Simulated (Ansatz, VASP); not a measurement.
ZrB in VASP and in Ansatz

INCAR

```
PREC = Accurate
ENCUT = 520
EDIFF = 1E-7
ISMEAR = 0
SIGMA = 0.15
LREAL = False
LASPH = True
NELM = 100
ALGO = Normal
ISIF = 2
LWAVE = False
LCHARG = True
GGA = CA
LELF = True
LVHAR = True
NBANDS = 14
```

The input KPOINTS:

```
Automatic mesh
0
Gamma
  18 18 18
```

POSCAR

```
ZrB
1.0
    0.0000000000      2.4153850465      2.4153850465
    2.4153850465      0.0000000000      2.4153850465
    2.4153850465      2.4153850465      0.0000000000
Zr B
1 1
Direct
    0.0000000000      0.0000000000      0.0000000000
    0.5000000000      0.5000000000      0.5000000000
```

Input for Ansatz:

```yaml
crystal:
  lattice:
    - [0.0, 2.4153850465, 2.4153850465]
    - [2.4153850465, 0.0, 2.4153850465]
    - [2.4153850465, 2.4153850465, 0.0]
  atoms:
    - { symbol: Zr, position: [0.0, 0.0, 0.0] }
    - { symbol: B, position: [0.5, 0.5, 0.5] }
basis:
  ecutwfc: 520.0
kpoints:
  mp_grid: { grid: [18, 18, 18] }
hamiltonian:
  xc: lda
scf:
  occupations: { method: gaussian, width: 0.15 }
output:
  forces: true
  stress: true
  eigenvalues: true
  write_density: true
  write_potential: true
  elf: true
  volumetric_format: npy
```

Alike in both runs: task single point; functional LDA; k mesh 18 × 18 × 18; occupations gaussian, width 0.15 eV; no spin polarisation.

```csv
,VASP,Ansatz
version,VASP 6.6.1,Ansatz 0.2.0
potentials or method,"VASP PAW LDA potentials, release 64 (Zr_sv, B)","scalar-relativistic, plane waves, PAW"
plane-wave cutoff (eV),520,520
valence electrons in the cell,15,15
```

|  | VASP | Ansatz | Ansatz less VASP |
| --- | --- | --- | --- |
| gap on the k mesh at the Fermi level (eV) | none | none | - |
| pressure (GPa) | 0.4 | 0.0 | -0.33 |

A gap of «none» marks a metal or a gap that the smearing closes.
